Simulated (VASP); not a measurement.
Write the native input for VASP 6.6.1 that does the following.

* Task: relaxation of cell and atoms
* Functional: PBEsol
* Potentials or basis: VASP PAW PBE potentials, release 64 (Rh_pv)
* Cutoff: 600 eV
* k mesh: 16 × 16 × 16
* Occupations: methfessel-paxton, width 0.1 eV
* Spin: no spin polarisation
* Further INCAR settings: ALGO = Normal; EDIFF = 1e-06; IBRION = 2; EDIFFG = -0.01; NSW = 90; ISIF = 3

The structure of Rh lies in POSCAR:

```
Rh
1.0
    0.0000000000      1.8978500000      1.8978500000
    1.8978500000      0.0000000000      1.8978500000
    1.8978500000      1.8978500000      0.0000000000
Rh
1
Direct
    0.0000000000      0.0000000000      0.0000000000
```

The input as run:

INCAR

```
SYSTEM = Rh
PREC = Accurate
ENCUT = 600
EDIFF = 1E-6
ISMEAR = 1
SIGMA = 0.1
LREAL = .False.
LASPH = .True.
NELM = 80
ALGO = Normal
ISIF = 3
LWAVE = .False.
LCHARG = .False.
GGA = PS
IBRION = 2
NSW = 90
EDIFFG = -0.01
KPAR = 2
```

KPOINTS

```
Automatic mesh
0
Gamma
  16 16 16
  0 0 0
```

Potentials or basis: VASP PAW PBE potentials, release 64 (Rh_pv).

Run with:

```bash
$ cat potpaw_PBE.64/Rh_pv/POTCAR > POTCAR
$ mpirun -np 2 vasp_std > vasp.out
```

Results of the run:

```yaml
Relaxed_volume: 13.50 Å³/atom
Relaxed_cell: a = 2.672 Å, b = 2.672 Å, c = 2.672 Å, α = 60.00°, β = 60.00°, γ = 60.00°
Space_group_after_relaxing_to_0.05_Å: Fm-3m (No. 225)
Energy_gained_by_relaxing: 2.1 meV/atom
Ionic_steps: 3
Pressure_after_relaxing: 0.0 GPa
Band_gap_on_the_k_mesh: none (metal or under the smearing width)
```

Caveat: the PAW data sets were made with another functional, which shifts forces and pressure a little.

Wall time 13 s on 2 MPI ranks on Intel(R) Xeon(R) Platinum 8559C (Emerald Rapids), with other jobs on the host, peak memory 0.15 GiB a rank.
